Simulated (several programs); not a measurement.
# Many methods on one cell: SnS (Pnma)

Measured values to be reproduced:
- band gap: 1.16 eV (fundamental indirect gap E0 (VBM on Gamma-X to CBM on Gamma-Y); 20 K; “Linear dichroism of the optical properties of SnS and SnSe van der Waals crystals”; indirect absorption onset from Tauc extrapolation; phonon energy not separated; 2024; arxiv:2409.17412)

SnS (started from an entry of an open crystallographic database), relaxed with r2SCAN+rVV10 in Ansatz, was computed with several methods. Space group Pnma (No. 62), orthorhombic; a = 11.218 Å, b = 3.962 Å, c = 4.433 Å in the conventional setting, 24.63 Å³ an atom. Around Sn lie 3 S at 2.63–2.64 Å; around S lie 3 Sn at 2.63–2.64 Å. Calculated for a static, non-magnetic cell.

```
Sn S
1.0
    11.21849    0.00000    0.00000
     0.00000    3.96175    0.00000
     0.00000    0.00000    4.43348
Sn S
4 4
Direct
  0.11918 0.25000 0.12581
  0.38082 0.75000 0.62581
  0.61918 0.25000 0.37419
  0.88082 0.75000 0.87419
  0.84950 0.25000 0.48710
  0.65050 0.75000 0.98710
  0.34950 0.25000 0.01290
  0.15050 0.75000 0.51290
```

Gaps and times are for a single point on this cell; volume and bulk modulus come from each method's own relaxation or energy curve at fixed shape, which is too stiff where a cell has free coordinates or axes. Times are rough, from shared hosts (AMD EPYC 7R43 64-Core Processor; Intel Xeon Platinum 8488C), and each method has its own mesh and cell size. A double dagger marks a value from a curve with shape and coordinates held. PM6 (MOPAC), PM7 (MOPAC), GFN1-xTB (tblite) treat a cluster of cells at its zone centre, which samples few k points: where these miss a band edge, the gap comes out too large for that reason alone. Gaps from k meshes are read at a limited set of points (mesh, symmetry points, PBE's band edges), so each method's own least gap may be somewhat smaller. xTB and the PM methods were fitted mostly to molecules, and can miss a solid's gap by electronvolts. Minimal bases can be far off for gaps. Times of the plane-wave ladder aren't listed, since it ran on unlike processors and cards. Curves at held shape can't give the bulk modulus of a layered or molecular crystal, so none is listed. GLLB-SC's gap includes the derivative discontinuity. d marks a direct gap, i an indirect one (no mark: not told apart), a dash a value that wasn't computed or didn't pass its checks.

```
                              method              kind  gap (eV)  own volume (Å³/atom)  bulk modulus (GPa)  atoms computed  processor time
                          PBE-D3(BJ)         semilocal         –                 23.83                   –               8               –
                        r2SCAN+rVV10         semilocal         –                 24.63                   –               8               –
                              PBE-D4         semilocal         –                 23.87                   –               8               –
                   GFN1-xTB (tblite)     tight binding      1.53                     –                   –         cluster           3.8 s
light PBE (260 eV and a coarse mesh)  light plane-wave    0.81 i                     –                   –               8           4.2 s
                         PM7 (MOPAC)    semi-empirical      5.79                     –                   –         cluster           8.7 s
                         PM6 (MOPAC)    semi-empirical      4.98                     –                   –         cluster            11 s
                                 LDA         semilocal    0.79 i                     –                   –               8               –
                      PBE/SZV (CP2K)       small basis    0.70 i                25.61‡                   –               8            19 s
                                 PBE         semilocal    0.82 i                     –                   –               8               –
                              r2SCAN         semilocal    1.02 i                     –                   –               8               –
                     PBE/DZVP (CP2K)       small basis    0.81 i                26.02‡                   –               8            59 s
                             PBE+SOC         semilocal    0.81 i                     –                   –               8               –
                      GLLB-SC (GPAW)   model potential      1.41                     –                   –               8         2.3 min
                               HSE06            hybrid    1.19 i                     –                   –               8               –
                                PBE0            hybrid    1.71 i                     –                   –               8               –
                             r2SCANh            hybrid    1.35 i                     –                   –               8               –
                            DDH-PBE0            hybrid    1.06 i                     –                   –               8               –
```

Against HSE06 (1.19 eV) and with closed or daggered gaps left aside, the nearest gap at the points sampled is that of DDH-PBE0 (-0.13 eV) and the farthest that of PM7 (MOPAC) (+4.60 eV). HSE06 is only a yardstick of convenience, and nearness to it can be luck.

Runs without a result: GFN2-xTB (tblite) (single point).

Comparison with experiment:
- Band gap, measured 1.16 eV: GFN1-xTB (tblite) +0.37 eV, light PBE (260 eV and a coarse mesh) -0.35 eV, PM7 (MOPAC) +4.63 eV, PM6 (MOPAC) +3.82 eV, LDA -0.37 eV, PBE/SZV (CP2K) -0.46 eV, PBE -0.34 eV, r2SCAN -0.14 eV, PBE/DZVP (CP2K) -0.35 eV, PBE+SOC -0.35 eV, GLLB-SC (GPAW) +0.25 eV, HSE06 +0.03 eV, PBE0 +0.55 eV, r2SCANh +0.19 eV, DDH-PBE0 -0.10 eV.
The calculations are for a static lattice; samples hold vibrations, temperature and, in optical gaps, excitons. A measured value is shown where most reports agree with it, and only for the quantities listed.

Only the rows marked +SOC include spin-orbit coupling.
